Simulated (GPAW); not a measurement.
# GaN (F-43m) in GPAW: further runs

Aim: see how the results for GaN move with the level of theory and the settings. Levels: PBE, LDA. Tasks: electron localisation function, single point.

Program: GPAW 26.7.0. These are calculated values, not measurements. Logs are shortened: lines on timing, memory, paths and dates and some standing lists are left out, and cuts for length are marked. The log counts tension as positive stress, the text compression.

**Experimental background.**

From a printed reference work, textbook, for a bulk crystal of GaN at 0 K: band gap 3.299 eV (direct).

The results are compared with them further down.

## (1) The crystal as given

Symmetry: F-43m, No. 216, cubic system. The conventional cell has a = 4.507 Å, b = 4.507 Å, c = 4.507 Å, α = 90.00°, β = 90.00°, γ = 90.00°. Ga (site symmetry -43m) has 4 N at 1.95 Å as nearest neighbours. N (site symmetry -43m) is surrounded by 4 Ga at 1.95 Å.

The cell is a database's computed one.

## (2) Electron localisation function, PBE

run.py reads:

```python
from ase.dft.bandgap import bandgap
from ase.io import read, write
from ase.units import Bohr, GPa
from gpaw import GPAW, PW
from gpaw.elf import elf_from_dft_calculation

atoms = read('POSCAR')

calc = GPAW(mode=PW(520),
            xc='PBE',
            kpts={'size': (10, 10, 10), 'gamma': True},
            occupations={'name': 'fermi-dirac', 'width': 0.05},
            nbands=11,
            convergence={'density': 1e-05, 'energy': 1e-05},
            maxiter=150,
            txt='gpaw.txt')
atoms.calc = calc
energy = atoms.get_potential_energy()
forces = atoms.get_forces()
stress = atoms.get_stress()
calc.write('gs.gpw')
write('result.traj', atoms)
print(f'Energy: {energy:.6f} eV')
print('Forces (eV/A):')
print(forces.round(4))
print('Stress (GPa):', (stress / GPa).round(3))
print('Fermi level:', round(calc.get_fermi_level(), 4), 'eV')
print(f'Gap: {bandgap(calc)[0]:.4f} eV, direct: {bandgap(calc, direct=True)[0]:.4f} eV')

# fields on the real-space grid
write('density.cube', atoms, data=calc.get_pseudo_density() * Bohr**3)
write('potential.cube', atoms, data=calc.get_electrostatic_potential())
write('elf.cube', atoms, data=elf_from_dft_calculation(calc).data)
```

POSCAR reads:

```
GaN
1.0
    0.0000000000      2.2535006075      2.2535006075
    2.2535006075      0.0000000000      2.2535006075
    2.2535006075      2.2535006075      0.0000000000
Ga N
1 1
Direct
    0.0000000000      0.0000000000      0.0000000000
    0.2500000000      0.2500000000      0.2500000000
```

Potentials or basis: GPAW PAW data sets (gpaw-data 1.2.1), pw.

Launch:

```
OMP_NUM_THREADS=1 python run.py
```

gpaw.txt:

```text
__  _  _
 | _ |_)|_||  |
 |__||  | ||/\| - 26.7.0

Input parameters:
  mode=PW(ecut=520.0),
  convergence={'density': 1e-05, 'energy': 1e-05},
  kpts=MonkhorstPack(size=(10, 10, 10), gamma=True),
  maxiter=150,
  nbands=11,
  occupations=Occupations(name='fermi-dirac', width=0.05),
  xc=XC(name='PBE')

Diagonalizing LCAO Hamiltonian
Converting LCAO to pw mode

           N
       Ga

Atoms  # Å, Bohr magnetons
|   | symbol |        x |        y |        z |    initial magnetic moments |
|---|--------|----------|----------|----------|-----------------------------|
| 0 |     Ga | 0.000000 | 0.000000 | 0.000000 | ( 0.0000,  0.0000,  0.0000) |
| 1 |      N | 1.126750 | 1.126750 | 1.126750 | ( 0.0000,  0.0000,  0.0000) |

Unit cell  # Å
| periodic |        x |        y |        z |  lengths |    angles |
|----------|----------|----------|----------|----------|-----------|
|      yes | 0.000000 | 2.253501 | 2.253501 | 3.186931 | 60.000000 |
|      yes | 2.253501 | 0.000000 | 2.253501 | 3.186931 | 60.000000 |
|      yes | 2.253501 | 2.253501 | 0.000000 | 3.186931 | 60.000000 |

Number of symmetries: 24
Symmetry operations  # r_c * U_cc + t_c -> r_c
|    | kind |            matrix            |
|----|------|------------------------------|
|  0 |  E   |  1, 0, 0,  0, 1, 0,  0, 0, 1 |
|  1 |  σ   |  1, 0, 0,  0, 0, 1,  0, 1, 0 |
|  2 |  σ   |  1, 0,-1,  0, 1,-1,  0, 0,-1 |
|  3 |  C3  |  1, 0,-1,  0, 0,-1,  0, 1,-1 |
|  4 |  C3  |  1,-1, 0,  0,-1, 1,  0,-1, 0 |
|  5 |  σ   |  1,-1, 0,  0,-1, 0,  0,-1, 1 |
|  6 |  σ   |  0, 1, 0,  1, 0, 0,  0, 0, 1 |
|  7 |  C3  |  0, 1, 0,  0, 0, 1,  1, 0, 0 |
|  8 |  C2  |  0, 1,-1,  1, 0,-1,  0, 0,-1 |
|  9 |  S4  |  0, 1,-1,  0, 0,-1,  1, 0,-1 |
| 10 |  C3  |  0, 0, 1,  1, 0, 0,  0, 1, 0 |
| 11 |  σ   |  0, 0, 1,  0, 1, 0,  1, 0, 0 |
| 12 |  S4  |  0, 0,-1,  1, 0,-1,  0, 1,-1 |
| 13 |  C3  |  0, 0,-1,  0, 1,-1,  1, 0,-1 |
| 14 |  S4  |  0,-1, 1,  1,-1, 0,  0,-1, 0 |
| 15 |  C2  |  0,-1, 1,  0,-1, 0,  1,-1, 0 |
| 16 |  C3  |  0,-1, 0,  1,-1, 0,  0,-1, 1 |
| 17 |  S4  |  0,-1, 0,  0,-1, 1,  1,-1, 0 |
| 18 |  S4  | -1, 1, 0, -1, 0, 1, -1, 0, 0 |
| 19 |  C3  | -1, 1, 0, -1, 0, 0, -1, 0, 1 |
| 20 |  C3  | -1, 0, 1, -1, 1, 0, -1, 0, 0 |
| 21 |  S4  | -1, 0, 1, -1, 0, 0, -1, 1, 0 |
| 22 |  σ   | -1, 0, 0, -1, 1, 0, -1, 0, 1 |
| 23 |  C2  | -1, 0, 0, -1, 0, 1, -1, 1, 0 |

BZ-sampling:
  Number of BZ points: 1000
  Number of IBZ points: 47

  Monkhorst-Pack size: [10, 10, 10]
  Monkhorst-Pack shift: [0.05, 0.05, 0.05]

K-points  # in reciprocal-cell coordinates
|     |                                coordinates |     weight |
|-----|--------------------------------------------|------------|
|   0 | (  0.00000000,   0.00000000,   0.00000000) | 0.00100000 |
|   1 | (  0.10000000,   0.10000000,   0.00000000) | 0.00600000 |
|   2 | (  0.10000000,   0.10000000,   0.10000000) | 0.00800000 |
|   3 | (  0.20000000,   0.10000000,   0.10000000) | 0.01200000 |
|   4 | (  0.20000000,   0.20000000,   0.00000000) | 0.00600000 |
|   5 | (  0.20000000,   0.20000000,   0.10000000) | 0.02400000 |
|   6 | (  0.20000000,   0.20000000,   0.20000000) | 0.00800000 |
|   7 | (  0.30000000,   0.20000000,   0.10000000) | 0.02400000 |
|   8 | (  0.30000000,   0.20000000,   0.20000000) | 0.02400000 |
|   9 | (  0.30000000,   0.30000000,   0.00000000) | 0.00600000 |
| ... |                                            |            |
|  46 | (  0.50000000,   0.50000000,   0.50000000) | 0.00400000 |

Plane wave coefficients: 636
Cutoff: 520.0 eV

Spin-components: 1 (collinear spins)
Bands:           11
Projectors:      10
Spin-degeneracy: 2
Datatype:        complex128

Density:
  Valence electrons: 8.0
  Components: 1
  Grid points: [18 18 18]
  Charge: 0.0  # |e|

Potential:
  Grid points: [18 18 18]

species:
  Ga:
    name:    Gallium
    Z:       31.0
    valence: 3
    core:    28
    charge:  0.0  # [|e|]
    compensation charges:
      type: gauss
      rc: 0.37  # [Å]
      lmax: 2
    cutoffs:
      filter: 2.06  # [Å]
      core: 4.17  # [Å]
    projectors
    | kind |    occ | energy [eV] | rcut [Å] |
    |------|--------|-------------|----------|
    |   4s |  2.000 |      -8.945 |    1.164 |
    |   4p |  1.000 |      -2.580 |    1.164 |
    |    s |        |      18.266 |    1.164 |
    |    p |        |      24.631 |    1.164 |
    |    d |        |       0.000 |    1.164 |

    Using partial waves for Ga as LCAO basis

  N:
    name:    Nitrogen
    Z:       7.0
    valence: 5
    core:    2
    charge:  0.0  # [|e|]
    compensation charges:
      type: gauss
      rc: 0.18  # [Å]
      lmax: 2
    cutoffs:
      filter: 1.11  # [Å]
      core: 0.96  # [Å]
    projectors
    | kind |    occ | energy [eV] | rcut [Å] |
    |------|--------|-------------|----------|
    |   2s |  2.000 |     -18.583 |    0.603 |
    |   2p |  3.000 |      -7.089 |    0.529 |
    |    s |        |       8.629 |    0.603 |
    |    p |        |      20.123 |    0.529 |
    |    d |        |       0.000 |    0.577 |

    Using partial waves for N as LCAO basis

Reference energy: -54366.393033  # eV

eigensolver:
  PPCG
  Converge bands: occupied
  niter=2

density mixing:
  MSR1-Mixer
  Pratt-step length: 0.05
  Maximum mixing coefficient: 0.75
  Old densities: 10
  SVD Regularization: 0.005
  Good broyden scale: 1.0
  Trust region scale: 1.0
  Backstep threshold: 4.0
  History deletion threshold: 6.0
  Fourier metric: weight=20.0, sigma=0.015

occupation numbers:
  Fermi-Dirac:
    width: 0.0500  # eV

poisson solver:
  ecut: 4160.0  # eV

xc functional:
[... 9 lines left out ...]
|iter     | |      energy | eigst |  dens |
|---------|-|-------------|-------|-------|
|iter:   1| |  -13.290379 | -0.35 |       |
|iter:   2| |  -12.842987 | -2.08 | -0.57 |
|iter:   3| |  -11.621773 | -0.74 | -0.63 |
|iter:   4| |  -11.618825 | -3.31 | -1.30 |
|iter:   5| |  -11.619089 | -3.54 | -1.58 |
|iter:   6| |  -11.619120 | -5.53 | -2.83 |
|iter:   7| |  -11.619134c| -6.22 | -3.16 |
|iter:   8| |  -11.619134c| -8.39c| -4.39 |
|iter:   9| |  -11.619134c| -8.02c| -4.87 |
|iter:  10| |  -11.619134c| -9.43c| -5.95c|

Converged in 10 steps
Energy contributions relative to reference atoms: (reference = -54366.393033)

Energy contributions:
  Kinetic:          31.474025
  Coulomb:         -26.967422
  Zero:              0.003834
  External:          0.000000
  Xc:              -16.129571
  Entropy:          -0.000000
  Spinorbit:         0.000000
  ----------------------------
  Free energy:     -11.619134
  Extrapolated:    -11.619134

dipole moment: (-12.583787, -12.583787, -12.583787)  # |e|*Ang

Fermi level: 7.333
Eigenvalues  # (at kpt = [0.000, 0.000, 0.000])
| band index |      eig [eV] | occ [0-2] |
|------------|---------------|-----------|
|          0 |        -9.518 |     2.000 |
|          1 |         6.428 |     2.000 |
|          2 |         6.428 |     2.000 |
|          3 |         6.428 |     2.000 |
|          4 |         8.178 |     0.000 |
|          5 |        16.804 |     0.000 |
|          6 |        16.804 |     0.000 |
|          7 |        16.804 |     0.000 |
|          8 |        24.097 |     0.000 |
|          9 |        24.833 |     0.000 |
|         10 |        24.848 |     0.000 |

Gap: 1.749 eV
Transition (v -> c):
  (s=0, k=0, n=3, [0.00, 0.00, 0.00]) -> (s=0, k=0, n=4, [0.00, 0.00, 0.00])
No difference between direct/indirect transitions

Forces  # eV/Ang
|        x |        y |        z |
|----------|----------|----------|
| -0.00000 | -0.00000 | -0.00000 |  # Ga   0
|  0.00000 | -0.00000 |  0.00000 |  # N    1

Stress tensor  # eV/Ang^3
|         x |         y |         z |
|-----------|-----------|-----------|
|  0.001000 |  0.000000 | -0.000000 |
|  0.000000 |  0.001000 | -0.000000 |
| -0.000000 | -0.000000 |  0.001000 |

# Writing to gs.gpw (mode='')
```

stdout:

```text
Energy: -11.619134 eV
Forces (eV/A):
[[-0. -0. -0.]
 [ 0. -0.  0.]]
Stress (GPa): [ 0.16  0.16  0.16 -0.   -0.    0.  ]
Fermi level: 7.3331 eV
Gap: 1.7492 eV, direct: 1.7492 eV
```

Wall time 10 s (1 thread of Arm Neoverse V1, shared host); peak memory 0.13 GiB.

These settings aren't checked as converged: the numbers below hold their error.

What came out:

```yaml
Free_energy: -11.6191 eV
Pressure: -0.2 GPa
Band_gap_on_the_k_mesh: 1.75 eV, direct
```

Caveat: the cutoff is short for stress and forces, so pressures can be off by a GPa or more.

## (3) Single point, PBE

run.py reads:

```python
from ase.io import read
from gpaw import PW
from gpaw.dft import DFT

atoms = read('GaN.cif')

dft = DFT(atoms,
          mode=PW(800),
          xc='PBE',
          kpts={'size': (10, 10, 10), 'gamma': True},
          occupations={'name': 'fermi-dirac', 'width': 0.05},
          nbands=11,
          convergence={'density': 1e-05, 'energy': 1e-05},
          maxiter=150,
          txt='gpaw.txt')
print(f'Energy: {dft.calculate_energy():.6f} eV')
print('Forces (eV/A):')
print(dft.calculate_forces().round(4))
print('Stress (eV/A^3):', dft.calculate_stress().round(6))
dft.write_gpw_file('gs.gpw')
```

GaN.cif reads:

```cif
data_GaN
_cell_length_a 3.18693112
_cell_length_b 3.18693112
_cell_length_c 3.18693112
_cell_angle_alpha 60.00000000
_cell_angle_beta 60.00000000
_cell_angle_gamma 60.00000000
_space_group_name_H-M_alt 'P1'
_space_group_name_Hall 'P 1'
_space_group_IT_number 1
loop_
_space_group_symop_operation_xyz
'x,y,z'
loop_
_atom_site_label
_atom_site_type_symbol
_atom_site_symmetry_multiplicity
_atom_site_Wyckoff_symbol
_atom_site_fract_x
_atom_site_fract_y
_atom_site_fract_z
_atom_site_occupancy
Ga1 Ga 1 a 0.0000000000 0.0000000000 0.0000000000 1
N1 N 1 a 0.2500000000 0.2500000000 0.2500000000 1
```

Potentials or basis: GPAW PAW data sets (gpaw-data 1.2.1), pw.

Launch:

```
OMP_NUM_THREADS=1 python run.py
```

gpaw.txt:

```text
Diagonalizing LCAO Hamiltonian
Converting LCAO to pw mode

            N
       Ga

Atoms  # Å, Bohr magnetons
|   | symbol |        x |        y |        z |    initial magnetic moments |
|---|--------|----------|----------|----------|-----------------------------|
| 0 |     Ga | 0.000000 | 0.000000 | 0.000000 | ( 0.0000,  0.0000,  0.0000) |
| 1 |      N | 1.593466 | 0.919988 | 0.650530 | ( 0.0000,  0.0000,  0.0000) |

Unit cell  # Å
| periodic |        x |        y |        z |  lengths |    angles |
|----------|----------|----------|----------|----------|-----------|
|      yes | 3.186931 | 0.000000 | 0.000000 | 3.186931 | 60.000000 |
|      yes | 1.593466 | 2.759963 | 0.000000 | 3.186931 | 60.000000 |
|      yes | 1.593466 | 0.919988 | 2.602118 | 3.186931 | 60.000000 |

Number of symmetries: 24
Symmetry operations  # r_c * U_cc + t_c -> r_c
|    | kind |            matrix            |
|----|------|------------------------------|
|  0 |  E   |  1, 0, 0,  0, 1, 0,  0, 0, 1 |
|  1 |  σ   |  1, 0, 0,  0, 0, 1,  0, 1, 0 |
|  2 |  σ   |  1, 0,-1,  0, 1,-1,  0, 0,-1 |
|  3 |  C3  |  1, 0,-1,  0, 0,-1,  0, 1,-1 |
|  4 |  C3  |  1,-1, 0,  0,-1, 1,  0,-1, 0 |
|  5 |  σ   |  1,-1, 0,  0,-1, 0,  0,-1, 1 |
|  6 |  σ   |  0, 1, 0,  1, 0, 0,  0, 0, 1 |
|  7 |  C3  |  0, 1, 0,  0, 0, 1,  1, 0, 0 |
[... 154 lines left out ...]
|iter:  10| |  -12.082293c| -9.39c| -5.95c|
SCF steps: 10
Energy contributions relative to reference atoms: (reference = -54366.393033)

Energy contributions:
  Kinetic:          34.120489
  Coulomb:         -30.033749
  Zero:              0.150534
  External:          0.000000
  Xc:              -16.319567
  Entropy:          -0.000000
  Spinorbit:         0.000000
  ----------------------------
  Free energy:     -12.082293
  Extrapolated:    -12.082293

Forces  # eV/Ang
|        x |        y |        z |
|----------|----------|----------|
| -0.00000 | -0.00000 |  0.00000 |  # Ga   0
| -0.00000 | -0.00000 | -0.00000 |  # N    1

Stress tensor  # eV/Ang^3
|         x |         y |         z |
|-----------|-----------|-----------|
| -0.078335 |  0.000000 |  0.000000 |
|  0.000000 | -0.078335 |  0.000000 |
|  0.000000 |  0.000000 | -0.078335 |

Writing to gs.gpw (mode='')

  __  _  _
 | _ |_)|_||  |
 |__||  | ||/\| - 26.7.0

Input parameters:
  mode=PW(ecut=800.0),
  convergence={'density': 1e-05, 'energy': 1e-05},
  kpts=MonkhorstPack(size=(10, 10, 10), gamma=True),
  maxiter=150,
  nbands=11,
  occupations=Occupations(name='fermi-dirac', width=0.05),
  xc=XC(name='PBE')
# Writing to gs.gpw (mode='')
```

stdout:

```text
Energy: -12.082293 eV
Forces (eV/A):
[[-0. -0.  0.]
 [-0. -0. -0.]]
Stress (eV/A^3): [-0.078335 -0.078335 -0.078335  0.        0.        0.      ]
```

It took 8.4 s on 1 thread of Intel Xeon 6975P-C (Granite Rapids), shared host; peak memory 0.15 GiB.

What came out:

```
Free energy            : -12.0823 eV
Pressure               : 12.6 GPa
Band gap on the k mesh : 1.84 eV, direct
```

## (4) Single point, LDA

run.py reads:

```python
from ase.dft.bandgap import bandgap
from ase.io import write
from ase.spacegroup import crystal
from ase.units import GPa
from gpaw import GPAW, PW

# Ga 4a
# N 4d
atoms = crystal(['Ga', 'N'],
                basis=[[0.0, 0.0, 0.0],
                       [0.25, 0.25, 0.75]],
                spacegroup=216, setting=1,  # F-43m
                cellpar=[4.50700122, 4.50700122, 4.50700122, 90.0, 90.0, 90.0],
                primitive_cell=True)

calc = GPAW(mode=PW(600),
            xc='LDA',
            kpts={'size': (8, 8, 8), 'gamma': True},
            occupations={'name': 'fermi-dirac', 'width': 0.01},
            nbands=11,
            convergence={'density': 1e-05, 'energy': 1e-05},
            maxiter=150,
            txt='gpaw.txt')
atoms.calc = calc
energy = atoms.get_potential_energy()
forces = atoms.get_forces()
stress = atoms.get_stress()
calc.write('gs.gpw')
write('result.traj', atoms)
print(f'Energy: {energy:.6f} eV')
print('Forces (eV/A):')
print(forces.round(4))
print('Stress (GPa):', (stress / GPa).round(3))
print('Fermi level:', round(calc.get_fermi_level(), 4), 'eV')
print(f'Gap: {bandgap(calc)[0]:.4f} eV, direct: {bandgap(calc, direct=True)[0]:.4f} eV')
```

Potentials or basis: the program's PAW data sets (release 1.2.1) made for this functional, pw.

Launch:

```
OMP_NUM_THREADS=1 python run.py
```

It took 7.4 s on 1 thread of Intel Xeon Platinum 8488C (Sapphire Rapids), shared host; peak memory 0.14 GiB.

It converged, with:

```
Free energy            : -13.7060 eV
Pressure               : -5.1 GPa
Band gap on the k mesh : 1.84 eV, direct
```

Levels at points of the mesh, in eV from the valence-band top:
| k point | band 1 | band 2 | band 3 | band 4 | band 5 | band 6 | band 7 |
| --- | --- | --- | --- | --- | --- | --- | --- |
| (0.00, 0.00, 0.00) | -15.77 | 0.00 | 0.00 | 0.00 | 1.84 | 10.21 | 10.21 |
| (0.50, 0.50, 0.00) | -12.65 | -6.27 | -2.69 | -2.69 | 3.29 | 6.58 | 11.61 |
| (0.50, 0.50, 0.50) | -13.42 | -7.08 | -0.97 | -0.97 | 4.63 | 8.72 | 10.27 |

Caveat: the cutoff is short for stress and forces, so pressures can be off by a GPa or more.

## (5) Against experiment

Step 3. Measured gap of GaN: 3.299 eV (direct; 0 K; a printed reference work, textbook). This calculation gives 1.84 eV (-1.46 eV). Spin-orbit coupling on Ga is left out. The value is that of PBE, without temperature or zero-point motion. Semilocal functionals fall short of measured gaps as a rule. The cell is a database's relaxed one, not the measured one, which moves gaps too.

Step 4. Measured gap of GaN: 3.299 eV (direct; 0 K; a printed reference work, textbook). This calculation gives 1.84 eV (-1.46 eV). Spin-orbit coupling on Ga is left out. The value is that of LDA, without temperature or zero-point motion. Semilocal functionals fall short of measured gaps as a rule. The cell is a database's relaxed one, not the measured one, which moves gaps too.
